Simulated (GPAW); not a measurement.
# BP (F-43m) in GPAW: further runs

Runs on BP. Level: PBE. Tasks: dielectric tensor.

All numbers are computed with GPAW 26.7.0; they aren't measurements. Logs are shortened: lines on timing, memory, paths and dates and some standing lists are left out, and cuts for length are marked. The log counts tension as positive stress, the text compression.

**1. The crystal as given**

It takes space group F-43m (No. 216, cubic). Conventional cell: a = 4.538 Å, b = 4.538 Å, c = 4.538 Å, α = 90.00°, β = 90.00°, γ = 90.00°. Around P (site symmetry -43m) lie 4 B at 1.97 Å. B (site symmetry -43m) has 4 P at 1.97 Å as nearest neighbours.

**2. Dielectric tensor, PBE**

Input file run.py:

```python
import numpy as np
from ase import Atoms
from ase.dft.bandgap import bandgap
from ase.io import write
from gpaw import GPAW, PW
from gpaw.response.df import DielectricFunction

atoms = Atoms(['P', 'B'],
              cell=[[0.0, 2.269, 2.269],
                    [2.269, 0.0, 2.269],
                    [2.269, 2.269, 0.0]],
              scaled_positions=[[0.75, 0.75, 0.75],
                                [0.0, 0.0, 0.0]],
              pbc=True)

calc = GPAW(mode=PW(550),
            xc='PBE',
            kpts={'size': (8, 8, 8), 'gamma': True},
            occupations={'name': 'fermi-dirac', 'width': 0.001},
            nbands=11,
            convergence={'density': 1e-06},
            maxiter=150,
            txt='gpaw.txt')
atoms.calc = calc
energy = atoms.get_potential_energy()
calc.write('gs.gpw')
write('result.traj', atoms)
print(f'Energy: {energy:.6f} eV')
print('Fermi level:', round(calc.get_fermi_level(), 4), 'eV')
print(f'Gap: {bandgap(calc)[0]:.4f} eV, direct: {bandgap(calc, direct=True)[0]:.4f} eV')

for size in [(25, 25, 25)]:
    name = 'x'.join(str(n) for n in size)
    dense = calc.fixed_density(kpts={'size': size, 'gamma': True},
                               nbands=30, convergence={'bands': 24, 'eigenstates': 1e-7},
                               update_fermi_level=True, txt=f'dense-{name}.txt')
    dense.write(f'{name}.gpw', mode='all')
    df = DielectricFunction(f'{name}.gpw', frequencies=np.array([0.0]), hilbert=False, eta=0.001,
                            ecut=80, nbands=24, intraband=False, txt=f'df-{name}.txt')
    for xc in ['RPA']:
        for direction in ['x', 'y', 'z', [0, 1, 1], [1, 0, 1], [1, 1, 0]]:
            e0, e = df.get_macroscopic_dielectric_constant(xc=xc, direction=direction)
            print(f'{name} {xc} {direction}: {e0:.4f} without, {e:.4f} with local fields')
```

Potentials or basis: GPAW PAW data sets (gpaw-data 1.2.1), pw.

Command:

```bash
$ OMP_NUM_THREADS=1 python run.py
```

gpaw.txt:

```text
__  _  _
 | _ |_)|_||  |
 |__||  | ||/\| - 26.7.0

Input parameters:
  mode=PW(ecut=550.0),
  convergence={'density': 1e-06},
  kpts=MonkhorstPack(size=(8, 8, 8), gamma=True),
  maxiter=150,
  nbands=11,
  occupations=Occupations(name='fermi-dirac', width=0.001),
  xc=XC(name='PBE')

Diagonalizing LCAO Hamiltonian
Converting LCAO to pw mode

                  P

       B

Atoms  # Å, Bohr magnetons
|   | symbol |        x |        y |        z |    initial magnetic moments |
|---|--------|----------|----------|----------|-----------------------------|
| 0 |      P | 3.403500 | 3.403500 | 3.403500 | ( 0.0000,  0.0000,  0.0000) |
| 1 |      B | 0.000000 | 0.000000 | 0.000000 | ( 0.0000,  0.0000,  0.0000) |

Unit cell  # Å
| periodic |        x |        y |        z |  lengths |    angles |
|----------|----------|----------|----------|----------|-----------|
|      yes | 0.000000 | 2.269000 | 2.269000 | 3.208851 | 60.000000 |
|      yes | 2.269000 | 0.000000 | 2.269000 | 3.208851 | 60.000000 |
|      yes | 2.269000 | 2.269000 | 0.000000 | 3.208851 | 60.000000 |

Number of symmetries: 24
Symmetry operations  # r_c * U_cc + t_c -> r_c
|    | kind |            matrix            |
|----|------|------------------------------|
|  0 |  E   |  1, 0, 0,  0, 1, 0,  0, 0, 1 |
|  1 |  σ   |  1, 0, 0,  0, 0, 1,  0, 1, 0 |
|  2 |  σ   |  1, 0,-1,  0, 1,-1,  0, 0,-1 |
|  3 |  C3  |  1, 0,-1,  0, 0,-1,  0, 1,-1 |
|  4 |  C3  |  1,-1, 0,  0,-1, 1,  0,-1, 0 |
|  5 |  σ   |  1,-1, 0,  0,-1, 0,  0,-1, 1 |
|  6 |  σ   |  0, 1, 0,  1, 0, 0,  0, 0, 1 |
|  7 |  C3  |  0, 1, 0,  0, 0, 1,  1, 0, 0 |
|  8 |  C2  |  0, 1,-1,  1, 0,-1,  0, 0,-1 |
|  9 |  S4  |  0, 1,-1,  0, 0,-1,  1, 0,-1 |
| 10 |  C3  |  0, 0, 1,  1, 0, 0,  0, 1, 0 |
| 11 |  σ   |  0, 0, 1,  0, 1, 0,  1, 0, 0 |
| 12 |  S4  |  0, 0,-1,  1, 0,-1,  0, 1,-1 |
| 13 |  C3  |  0, 0,-1,  0, 1,-1,  1, 0,-1 |
| 14 |  S4  |  0,-1, 1,  1,-1, 0,  0,-1, 0 |
| 15 |  C2  |  0,-1, 1,  0,-1, 0,  1,-1, 0 |
| 16 |  C3  |  0,-1, 0,  1,-1, 0,  0,-1, 1 |
| 17 |  S4  |  0,-1, 0,  0,-1, 1,  1,-1, 0 |
| 18 |  S4  | -1, 1, 0, -1, 0, 1, -1, 0, 0 |
| 19 |  C3  | -1, 1, 0, -1, 0, 0, -1, 0, 1 |
| 20 |  C3  | -1, 0, 1, -1, 1, 0, -1, 0, 0 |
| 21 |  S4  | -1, 0, 1, -1, 0, 0, -1, 1, 0 |
| 22 |  σ   | -1, 0, 0, -1, 1, 0, -1, 0, 1 |
| 23 |  C2  | -1, 0, 0, -1, 0, 1, -1, 1, 0 |

BZ-sampling:
  Number of BZ points: 512
  Number of IBZ points: 29

  Monkhorst-Pack size: [8, 8, 8]
  Monkhorst-Pack shift: [0.0625, 0.0625, 0.0625]

K-points  # in reciprocal-cell coordinates
|     |                                coordinates |     weight |
|-----|--------------------------------------------|------------|
|   0 | (  0.00000000,   0.00000000,   0.00000000) | 0.00195312 |
|   1 | (  0.12500000,   0.12500000,   0.00000000) | 0.01171875 |
|   2 | (  0.12500000,   0.12500000,   0.12500000) | 0.01562500 |
|   3 | (  0.25000000,   0.12500000,   0.12500000) | 0.02343750 |
|   4 | (  0.25000000,   0.25000000,   0.00000000) | 0.01171875 |
|   5 | (  0.25000000,   0.25000000,   0.12500000) | 0.04687500 |
|   6 | (  0.25000000,   0.25000000,   0.25000000) | 0.01562500 |
|   7 | (  0.37500000,   0.25000000,  -0.37500000) | 0.04687500 |
|   8 | (  0.37500000,   0.25000000,   0.12500000) | 0.04687500 |
|   9 | (  0.37500000,   0.25000000,   0.25000000) | 0.04687500 |
| ... |                                            |            |
|  28 | (  0.50000000,   0.50000000,   0.50000000) | 0.00781250 |

Plane wave coefficients: 701
Cutoff: 550.0 eV

Spin-components: 1 (collinear spins)
Bands:           11
Projectors:      10
Spin-degeneracy: 2
Datatype:        complex128

Parallelization:
  kpt:    1
  domain: 1
  band:   1

Density:
  Valence electrons: 8.0
  Components: 1
  Grid points: [18 18 18]
  Charge: 0.0  # |e|

Potential:
  Grid points: [18 18 18]

species:
  P:
    name:    Phosphorus
    Z:       15.0
    valence: 5
    core:    10
    charge:  0.0  # [|e|]
    compensation charges:
      type: gauss
      rc: 0.30  # [Å]
      lmax: 2
    cutoffs:
      filter: 1.69  # [Å]
      core: 1.81  # [Å]
    projectors
    | kind |    occ | energy [eV] | rcut [Å] |
    |------|--------|-------------|----------|
    |   3s |  2.000 |     -13.968 |    0.953 |
    |   3p |  3.000 |      -5.506 |    0.953 |
    |    s |        |      13.244 |    0.953 |
    |    p |        |      21.705 |    0.953 |
    |    d |        |       0.000 |    0.953 |

    Using partial waves for P as LCAO basis

  B:
    name:    Boron
    Z:       5.0
    valence: 3
    core:    2
    charge:  0.0  # [|e|]
    compensation charges:
      type: gauss
      rc: 0.20  # [Å]
      lmax: 2
    cutoffs:
      filter: 1.14  # [Å]
      core: 1.38  # [Å]
    projectors
    | kind |    occ | energy [eV] | rcut [Å] |
    |------|--------|-------------|----------|
    |   2s |  2.000 |      -9.443 |    0.635 |
    |   2p |  1.000 |      -3.606 |    0.635 |
    |    s |        |      17.768 |    0.635 |
    |    p |        |      23.605 |    0.635 |
    |    d |        |       0.000 |    0.635 |

    Using partial waves for B as LCAO basis

Reference energy: -9972.403226  # eV

eigensolver:
  PPCG
  Converge bands: occupied
  niter=2

density mixing:
  MSR1-Mixer
  Pratt-step length: 0.05
  Maximum mixing coefficient: 0.75
  Old densities: 10
  SVD Regularization: 0.005
  Good broyden scale: 1.0
  Trust region scale: 1.0
  Backstep threshold: 4.0
  History deletion threshold: 6.0
  Fourier metric: weight=20.0, sigma=0.015

occupation numbers:
  Fermi-Dirac:
    width: 0.0010  # eV

poisson solver:
  ecut: 4400.0  # eV

xc functional:
  name: PBE with 2 nearest neighbor stencil

convergence criteria:
- Maximum integral of absolute [dens]ity change: 1e-06 electrons / valence electron
- Maximum [total energy] change in last 3 cyles: 0.0005 eV / valence electron
- Maximum integral of absolute [eigenst]ate change: 4e-08 eV^2 / valence electron
maximum number of iterations: 150

SCF iterations
|iter     | |      energy | eigst |  dens |
|---------|-|-------------|-------|-------|
|iter:   1| |  -13.495093 | +0.11 |       |
|iter:   2| |  -13.383330 | -2.14 | -0.71 |
|iter:   3| |  -12.887780 | -1.56 | -0.74 |
|iter:   4| |  -12.881784 | -3.02 | -1.43 |
|iter:   5| |  -12.881867 | -4.10 | -1.94 |
|iter:   6| |  -12.881897c| -5.57 | -2.62 |
|iter:   7| |  -12.881897c| -7.22 | -3.72 |
|iter:   8| |  -12.881897c| -8.58c| -4.33 |
|iter:   9| |  -12.881897c| -9.58c| -5.67 |
|iter:  10| |  -12.881897c|-10.37c| -6.13c|

Converged in 10 steps
Energy contributions relative to reference atoms: (reference = -9972.403226)

Energy contributions:
  Kinetic:          13.603810
  Coulomb:         -11.848841
  Zero:             -0.027840
  External:          0.000000
  Xc:              -14.609026
  Entropy:          -0.000000
  Spinorbit:         0.000000
  ----------------------------
  Free energy:     -12.881897
  Extrapolated:    -12.881897

dipole moment: (-3.344753, -3.344753, -3.344753)  # |e|*Ang

Fermi level: 8.969
Eigenvalues  # (at kpt = [0.000, 0.000, 0.000])
| band index |      eig [eV] | occ [0-2] |
|------------|---------------|-----------|
|          0 |        -7.248 |     2.000 |
|          1 |         8.211 |     2.000 |
|          2 |         8.211 |     2.000 |
|          3 |         8.211 |     2.000 |
|          4 |        11.616 |     0.000 |
|          5 |        11.616 |     0.000 |
|          6 |        11.616 |     0.000 |
|          7 |        15.608 |     0.000 |
|          8 |        19.769 |     0.000 |
|          9 |        20.239 |     0.000 |
|         10 |        20.239 |     0.000 |

Gap: 1.275 eV
Transition (v -> c):
  (s=0, k=0, n=3, [0.00, 0.00, 0.00]) -> (s=0, k=12, n=4, [0.38, 0.38, 0.00])
Direct/indirect transitions are different
Direct gap: 3.405 eV
Transition at: (s=0, k=0, n=3, [0.00, 0.00, 0.00])
# Writing to gs.gpw (mode='')
```

Run time: 2.4 min. Hardware: 1 thread of AMD EPYC 7B13 (Zen 3), shared host; peak memory 0.48 GiB.

What came out:

| Item | Value |
| --- | --- |
| Free energy | -12.8819 eV |
| Band gap on the k mesh | 1.28 eV, indirect (least direct gap 3.41 eV) |
| Electronic dielectric tensor (diagonal) | 8.82 |

Electronic dielectric tensor:
```
8.82 0.00 0.00
0.00 8.82 0.00
0.00 0.00 8.82
```

Caveat: the long-wavelength limit can be off by a per cent or two; an odd mesh through Γ misses points on the zone boundary, where band edges often lie.

**3. Dielectric tensor, PBE**

run.py, as its differences from that of step 2:

```diff
@@ -39,3 +39,3 @@
                             ecut=80, nbands=24, intraband=False, txt=f'df-{name}.txt')
-    for xc in ['RPA']:
+    for xc in ['ALDA']:
         for direction in ['x', 'y', 'z', [0, 1, 1], [1, 0, 1], [1, 1, 0]]:
```

Potentials or basis: GPAW PAW data sets (gpaw-data 1.2.1), pw.

Command:

```bash
$ OMP_NUM_THREADS=1 python run.py
```

gpaw.txt:

```text
__  _  _
 | _ |_)|_||  |
 |__||  | ||/\| - 26.7.0

Input parameters:
  mode=PW(ecut=550.0),
  convergence={'density': 1e-06},
  kpts=MonkhorstPack(size=(8, 8, 8), gamma=True),
  maxiter=150,
  nbands=11,
  occupations=Occupations(name='fermi-dirac', width=0.001),
  xc=XC(name='PBE')

Diagonalizing LCAO Hamiltonian
Converting LCAO to pw mode

                  P

       B

Atoms  # Å, Bohr magnetons
|   | symbol |        x |        y |        z |    initial magnetic moments |
|---|--------|----------|----------|----------|-----------------------------|
| 0 |      P | 3.403500 | 3.403500 | 3.403500 | ( 0.0000,  0.0000,  0.0000) |
| 1 |      B | 0.000000 | 0.000000 | 0.000000 | ( 0.0000,  0.0000,  0.0000) |

Unit cell  # Å
| periodic |        x |        y |        z |  lengths |    angles |
[... 168 lines left out ...]
|iter:   2| |  -13.383330 | -2.14 | -0.71 |
|iter:   3| |  -12.887780 | -1.56 | -0.74 |
|iter:   4| |  -12.881784 | -3.02 | -1.43 |
|iter:   5| |  -12.881867 | -4.10 | -1.94 |
|iter:   6| |  -12.881897c| -5.57 | -2.62 |
|iter:   7| |  -12.881897c| -7.22 | -3.72 |
|iter:   8| |  -12.881897c| -8.58c| -4.33 |
|iter:   9| |  -12.881897c| -9.58c| -5.67 |
|iter:  10| |  -12.881897c|-10.37c| -6.13c|

Converged in 10 steps
Energy contributions relative to reference atoms: (reference = -9972.403226)

Energy contributions:
  Kinetic:          13.603810
  Coulomb:         -11.848841
  Zero:             -0.027840
  External:          0.000000
  Xc:              -14.609026
  Entropy:          -0.000000
  Spinorbit:         0.000000
  ----------------------------
  Free energy:     -12.881897
  Extrapolated:    -12.881897

dipole moment: (-3.344753, -3.344753, -3.344753)  # |e|*Ang

Fermi level: 8.969
Eigenvalues  # (at kpt = [0.000, 0.000, 0.000])
| band index |      eig [eV] | occ [0-2] |
|------------|---------------|-----------|
|          0 |        -7.248 |     2.000 |
|          1 |         8.211 |     2.000 |
|          2 |         8.211 |     2.000 |
|          3 |         8.211 |     2.000 |
|          4 |        11.616 |     0.000 |
|          5 |        11.616 |     0.000 |
|          6 |        11.616 |     0.000 |
|          7 |        15.608 |     0.000 |
|          8 |        19.769 |     0.000 |
|          9 |        20.239 |     0.000 |
|         10 |        20.239 |     0.000 |

Gap: 1.275 eV
Transition (v -> c):
  (s=0, k=0, n=3, [0.00, 0.00, 0.00]) -> (s=0, k=12, n=4, [0.38, 0.38, 0.00])
Direct/indirect transitions are different
Direct gap: 3.405 eV
Transition at: (s=0, k=0, n=3, [0.00, 0.00, 0.00])
# Writing to gs.gpw (mode='')
```

stdout:

```text
Energy: -12.881897 eV
Fermi level: 8.969 eV
Gap: 1.2752 eV, direct: 3.4053 eV
25x25x25 ALDA x: 9.4263 without, 9.2416 with local fields
25x25x25 ALDA y: 9.4263 without, 9.2416 with local fields
25x25x25 ALDA z: 9.4263 without, 9.2416 with local fields
25x25x25 ALDA [0, 1, 1]: 9.4263 without, 9.2416 with local fields
25x25x25 ALDA [1, 0, 1]: 9.4263 without, 9.2416 with local fields
25x25x25 ALDA [1, 1, 0]: 9.4263 without, 9.2416 with local fields
```

Wall time 2.5 min (1 thread of AMD EPYC 7B13 (Zen 3), shared host); peak memory 0.64 GiB.

Results:

- Free energy: -12.8819 eV
- Band gap on the k mesh: 1.28 eV, indirect (least direct gap 3.41 eV)
- Electronic dielectric tensor (diagonal): 9.24

Electronic dielectric tensor:
```
9.24 0.00 0.00
0.00 9.24 0.00
0.00 0.00 9.24
```

Caveat: the long-wavelength limit can be off by a per cent or two; an odd mesh through Γ misses points on the zone boundary, where band edges often lie.

**4. Dielectric tensor, PBE**

run.py, as its differences from that of step 3:

```diff
@@ -39,3 +39,3 @@
                             ecut=80, nbands=24, intraband=False, txt=f'df-{name}.txt')
-    for xc in ['ALDA']:
+    for xc in ['Bootstrap']:
         for direction in ['x', 'y', 'z', [0, 1, 1], [1, 0, 1], [1, 1, 0]]:
```

Potentials or basis: GPAW PAW data sets (gpaw-data 1.2.1), pw.

Command:

```bash
$ OMP_NUM_THREADS=1 python run.py
```

gpaw.txt:

```text
__  _  _
 | _ |_)|_||  |
 |__||  | ||/\| - 26.7.0

Input parameters:
  mode=PW(ecut=550.0),
  convergence={'density': 1e-06},
  kpts=MonkhorstPack(size=(8, 8, 8), gamma=True),
  maxiter=150,
  nbands=11,
  occupations=Occupations(name='fermi-dirac', width=0.001),
  xc=XC(name='PBE')

Diagonalizing LCAO Hamiltonian
Converting LCAO to pw mode

                  P

       B

Atoms  # Å, Bohr magnetons
|   | symbol |        x |        y |        z |    initial magnetic moments |
|---|--------|----------|----------|----------|-----------------------------|
| 0 |      P | 3.403500 | 3.403500 | 3.403500 | ( 0.0000,  0.0000,  0.0000) |
| 1 |      B | 0.000000 | 0.000000 | 0.000000 | ( 0.0000,  0.0000,  0.0000) |

Unit cell  # Å
| periodic |        x |        y |        z |  lengths |    angles |
|----------|----------|----------|----------|----------|-----------|
|      yes | 0.000000 | 2.269000 | 2.269000 | 3.208851 | 60.000000 |
|      yes | 2.269000 | 0.000000 | 2.269000 | 3.208851 | 60.000000 |
|      yes | 2.269000 | 2.269000 | 0.000000 | 3.208851 | 60.000000 |

Number of symmetries: 24
Symmetry operations  # r_c * U_cc + t_c -> r_c
|    | kind |            matrix            |
|----|------|------------------------------|
|  0 |  E   |  1, 0, 0,  0, 1, 0,  0, 0, 1 |
|  1 |  σ   |  1, 0, 0,  0, 0, 1,  0, 1, 0 |
|  2 |  σ   |  1, 0,-1,  0, 1,-1,  0, 0,-1 |
|  3 |  C3  |  1, 0,-1,  0, 0,-1,  0, 1,-1 |
|  4 |  C3  |  1,-1, 0,  0,-1, 1,  0,-1, 0 |
|  5 |  σ   |  1,-1, 0,  0,-1, 0,  0,-1, 1 |
[... 130 lines left out ...]
  History deletion threshold: 6.0
  Fourier metric: weight=20.0, sigma=0.015

occupation numbers:
  Fermi-Dirac:
    width: 0.0010  # eV

poisson solver:
  ecut: 4400.0  # eV

xc functional:
  name: PBE with 2 nearest neighbor stencil

convergence criteria:
- Maximum integral of absolute [dens]ity change: 1e-06 electrons / valence electron
- Maximum [total energy] change in last 3 cyles: 0.0005 eV / valence electron
- Maximum integral of absolute [eigenst]ate change: 4e-08 eV^2 / valence electron
maximum number of iterations: 150

SCF iterations
|iter     | |      energy | eigst |  dens |
|---------|-|-------------|-------|-------|
|iter:   1| |  -13.495093 | +0.11 |       |
|iter:   2| |  -13.383330 | -2.14 | -0.71 |
|iter:   3| |  -12.887780 | -1.56 | -0.74 |
|iter:   4| |  -12.881784 | -3.02 | -1.43 |
|iter:   5| |  -12.881867 | -4.10 | -1.94 |
|iter:   6| |  -12.881897c| -5.57 | -2.62 |
|iter:   7| |  -12.881897c| -7.22 | -3.72 |
|iter:   8| |  -12.881897c| -8.58c| -4.33 |
|iter:   9| |  -12.881897c| -9.58c| -5.67 |
|iter:  10| |  -12.881897c|-10.37c| -6.13c|

Converged in 10 steps
Energy contributions relative to reference atoms: (reference = -9972.403226)

Energy contributions:
  Kinetic:          13.603810
  Coulomb:         -11.848841
  Zero:             -0.027840
  External:          0.000000
  Xc:              -14.609026
  Entropy:          -0.000000
  Spinorbit:         0.000000
  ----------------------------
  Free energy:     -12.881897
  Extrapolated:    -12.881897

dipole moment: (-3.344753, -3.344753, -3.344753)  # |e|*Ang

Fermi level: 8.969
Eigenvalues  # (at kpt = [0.000, 0.000, 0.000])
| band index |      eig [eV] | occ [0-2] |
|------------|---------------|-----------|
|          0 |        -7.248 |     2.000 |
|          1 |         8.211 |     2.000 |
|          2 |         8.211 |     2.000 |
|          3 |         8.211 |     2.000 |
|          4 |        11.616 |     0.000 |
|          5 |        11.616 |     0.000 |
|          6 |        11.616 |     0.000 |
|          7 |        15.608 |     0.000 |
|          8 |        19.769 |     0.000 |
|          9 |        20.239 |     0.000 |
|         10 |        20.239 |     0.000 |

Gap: 1.275 eV
Transition (v -> c):
  (s=0, k=0, n=3, [0.00, 0.00, 0.00]) -> (s=0, k=12, n=4, [0.38, 0.38, 0.00])
Direct/indirect transitions are different
Direct gap: 3.405 eV
Transition at: (s=0, k=0, n=3, [0.00, 0.00, 0.00])
# Writing to gs.gpw (mode='')
```

df-25x25x25.txt:

```text
FrequencyGridDescriptor(from 0.000 to 0.000 eV, 1 points)
FrequencyGridDescriptor(from 0.000 to 0.000 eV, 1 points)

Calculating chi0 body with:
    Ground state adapter containing:
    Number of spins: 1
    Number of kpoints: 15625
    Number of irreducible kpoints: 455
    Number of completely occupied states: 4
    Number of partially occupied states: 4

[... 60 lines left out ...]
2 alpha = (-0.012293223063465714+8.256893597721402e-20j)
Self consistent fxc finished in 2 iterations !
Calculating Bootstrap kernel
0 alpha = (-0.013449088067015306-1.252763879503384e-19j)
1 alpha = (-0.012170291956270595-1.4814184747538114e-18j)
2 alpha = (-0.012293223063465714+3.725473618068557e-19j)
Self consistent fxc finished in 2 iterations !
Calculating Bootstrap kernel
0 alpha = (-0.013449088067015306+1.6967235770492658e-20j)
1 alpha = (-0.012170291956270595-3.920562021084291e-19j)
2 alpha = (-0.012293223063465714+4.918030020244323e-19j)
Self consistent fxc finished in 2 iterations !
```

It took 2.3 min on 1 thread of AMD EPYC 7B13 (Zen 3), shared host; peak memory 0.49 GiB.

Results:

| Item | Value |
| --- | --- |
| Free energy | -12.8819 eV |
| Band gap on the k mesh | 1.28 eV, indirect (least direct gap 3.41 eV) |
| Electronic dielectric tensor (diagonal) | 9.66 |

Electronic dielectric tensor:
```
9.66 0.00 0.00
0.00 9.66 0.00
0.00 0.00 9.66
```

Caveat: the long-wavelength limit can be off by a per cent or two; an odd mesh through Γ misses points on the zone boundary, where band edges often lie. As with any semilocal functional, this PBE gap is likely too small.

(Continued in part 2 of 2.)
